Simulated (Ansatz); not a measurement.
**Li2O: how the settings move a calculation**

Aim: see which settings change the result for Li2O, by how much, and at what cost.

Program: Ansatz 0.2.0. Level of theory: reference: DFT, PBE, plane-wave PAW, default files, scalar-relativistic. These are calculated values, not measurements.

## Step 1: Starting point

Symmetry: Fm-3m, No. 225, cubic system. Conventional cell: a = 4.610 Å, b = 4.610 Å, c = 4.610 Å, α = 90.00°, β = 90.00°, γ = 90.00°. Around Li (site symmetry -43m) lie 4 O at 2.00 Å. O (site symmetry m-3m) has 8 Li at 2.00 Å as nearest neighbours.

As a file:

```cif
data_structure
_symmetry_space_group_name_H-M 'P 1'
_symmetry_Int_Tables_number 1
_cell_length_a 3.2598
_cell_length_b 3.2598
_cell_length_c 3.2598
_cell_angle_alpha 60.000
_cell_angle_beta 60.000
_cell_angle_gamma 60.000
_cell_volume 24.49
loop_
_atom_site_label
_atom_site_type_symbol
_atom_site_fract_x
_atom_site_fract_y
_atom_site_fract_z
_atom_site_occupancy
Li1 Li 0.25000 0.25000 0.25000 1
Li2 Li 0.75000 0.75000 0.75000 1
O1 O 0.00000 0.00000 0.00000 1
```

## Step 2: Baseline

File input.yaml:

```yaml
crystal:
  lattice:
    - [0.0, 2.305, 2.305]
    - [2.305, 0.0, 2.305]
    - [2.305, 2.305, 0.0]
  atoms:
    - { symbol: Li, position: [0.25, 0.25, 0.25] }
    - { symbol: Li, position: [0.75, 0.75, 0.75] }
    - { symbol: O, position: [0.0, 0.0, 0.0] }
kpoints:
  mp_grid: { grid: [7, 7, 7] }
scf:
  occupations: { method: fermi_dirac, width: 0.02 }
hamiltonian:
  xc: pbe
  pseudopotentials: { kind: paw }
output:
  forces: true
  stress: true
  populations: true
  efg:
    quadrupole_moments_barn: { Li: -0.0401, O: -0.02558 }
    contact_densities: true
relax:
  f_tol: 0.02
  max_steps: 60
```

Launch:

```sh
ansatz run input.yaml --threads 1 --pin off --max-ram 2560MiB --backend cpu --events-out ev --progress --plain --runs-dir out
```

## Step 3: Changed: occupations.method gaussian, occupations.width 0.05

input.yaml, as its differences from that of step 2:

```diff
@@ -12,3 +12,3 @@
 scf:
-  occupations: { method: fermi_dirac, width: 0.02 }
+  occupations: { method: gaussian, width: 0.05 }
 hamiltonian:
@@ -23,4 +23,5 @@
     contact_densities: true
-relax:
-  f_tol: 0.02
-  max_steps: 60
+  write_density: true
+  write_potential: true
+  elf: true
+  volumetric_format: npy
```

## Step 4: Variant: occupations.method cold, occupations.width 0.001

input.yaml, as its differences from that of step 2:

```diff
@@ -12,3 +12,3 @@
 scf:
-  occupations: { method: fermi_dirac, width: 0.02 }
+  occupations: { method: cold, width: 0.001 }
 hamiltonian:
@@ -23,4 +23,5 @@
     contact_densities: true
-relax:
-  f_tol: 0.02
-  max_steps: 60
+  write_density: true
+  write_potential: true
+  elf: true
+  volumetric_format: npy
```

**Question.** What will these runs give? Wanted: for each run, ending; energy change; pressure; gap; force.

The runs gave:

```tsv
run	ending	energy change	pressure (GPa)	gap (eV)	force (eV/Å)	cycles	time
reference	converged	0	0.8	5.17	0.00	6	1.5 s
1: occupations.method gaussian, occupations.width 0.05	converged	0.0 meV/atom (σ→0)	0.8	5.17	0.00	6	1.4 s
2: occupations.method cold, occupations.width 0.001	converged	0.0 meV/atom (σ→0)	0.8	5.17	0.00	5	1.5 s
```

Times don't compare one to one where runs were asked for different outputs or read a saved state (see the inputs); cycles may leave out searches for a lower state.

What this shows: Of the converged runs whose energies compare with the reference's, none moves it noticeably. Symmetry fixes the atoms and the cell is held, so no setting can move this relaxation. 

The gaps are Kohn-Sham values of a semilocal functional, not quasiparticle or optical gaps. Such gaps usually fall short of the measured ones.
